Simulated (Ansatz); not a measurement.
Sb:

```xyz
2
Lattice="3.3545 0.0000 0.0000 -1.6773 2.9051 0.0000 0.0000 0.0000 5.4702" Properties=species:S:1:pos:R:3 pbc="T T T"
Sb    1.6773    0.9684    4.1026
Sb    0.0000    1.9367    1.3675
```

This isn't the form of Sb at room conditions, which is rhombohedral.

- Program: Ansatz 0.2.0
- Task: relaxation of cell and atoms
- Functional: RPBE
- Dispersion: D3(BJ)
- Potentials or basis: Ansatz PAW
- Cutoff: 420 eV (not typed: the program's choice for these potentials)
- k mesh: 9 × 9 × 5
- Occupations: fermi-dirac, width 0.05 eV
- Spin: no spin polarisation

At the start: volume 26.65 Å³/atom.

Task: How do energy, volume and symmetry change on relaxing?

Result: It ends after 7 steps and the volume is 19.89 Å³/atom (-25.4 %); space group P6_3/mmc (No. 194, to 0.05 Å).

The path:
```tsv
step	energy change (eV)	largest force (eV/Å)	volume (Å³)
1	0.0000	0.0000	53.31
2	-0.9088	0.0000	45.94
3	-1.2573	0.0000	39.39
4	-1.2590	0.0000	39.88
5	-1.2605	0.0000	39.84
6	-1.2606	0.0000	39.77
7	-1.2571	0.0000	39.77
```

Final structure:
```
CELL_PARAMETERS angstrom
3.05257 0.00000 0.00000
-1.52629 2.64361 0.00000
0.00000 0.00000 4.92862
ATOMIC_POSITIONS crystal
Sb 0.66667 0.33333 0.75000
Sb 0.33333 0.66667 0.25000
```

Caveat: the volume moved by over 15 % at a fixed basis, so the end points are rough; the plane-wave basis is chosen anew once the cell has moved, so the energies of steps on either side of that aren't comparable; pairwise dispersion overbinds metals, which lowers pressure and volume; the PAW data sets come from PBE, with cores solved anew for the run's functional, which leaves a small shift of forces and pressure.
